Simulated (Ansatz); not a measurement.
## TaN under strain: ¹⁴N nuclear quadrupole resonance

Cell: an entry of the Crystallography Open Database (COD), relaxed with PBE at fixed cell and then changed (z compressed by 2 %, ions relaxed).

```yaml
crystal:
  lattice:
    - [5.18500, 0.00000, 0.00000]
    - [-2.59250, 4.49034, 0.00000]
    - [0.00000, 0.00000, 2.84984]
  atoms:
    - { symbol: Ta, position: [0.00000, 0.00000, 0.00000] }
    - { symbol: Ta, position: [0.33333, 0.66667, 0.50000] }
    - { symbol: Ta, position: [0.66667, 0.33333, 0.50000] }
    - { symbol: N, position: [0.50000, 0.00000, 0.00000] }
    - { symbol: N, position: [0.50000, 0.50000, 0.00000] }
    - { symbol: N, position: [0.00000, 0.50000, 0.00000] }
```

Atom numbers follow the list; atoms alike are taken as one site, whose name carries the number of the first.

The numbers come from a DFT calculation in Ansatz (PBE, plane waves and PAW, scalar-relativistic, collinear spin, 420 eV cutoff, Γ-centred 10×10×16 k-points, Fermi–Dirac smearing 0.05 eV). Start moments as typed (μB): 2 on each Ta, none on the rest.

¹⁴N: I = 1, Q = 20.44 mb (year-2017 value). Static lattice, zero field.

(1) Predict the zero-field ¹⁴N lines of each site.

Results:

(1) For I = 1 the lines are ν± = (3/4)|C_Q|(1 ± η/3) and ν₀ = |C_Q|η/2.

```csv
site,atoms,V_zz (10²¹ V/m²),C_Q (MHz),η,line frequencies (MHz)
N,"4, 5, 6",3.03,1.50,0.62,"0.465, 0.889, 1.35"
```

With no gap above 0.1 eV, as in a metal, the gradients converge slowly in k; expect changes of a tenth or more on a denser mesh. Without spin–orbit coupling the gradients at and beside Ta can be off by some per cent, at some sites by more. At this changed cell the PBE pressure is 19 GPa. The start moments die out, and the run ends without spin.
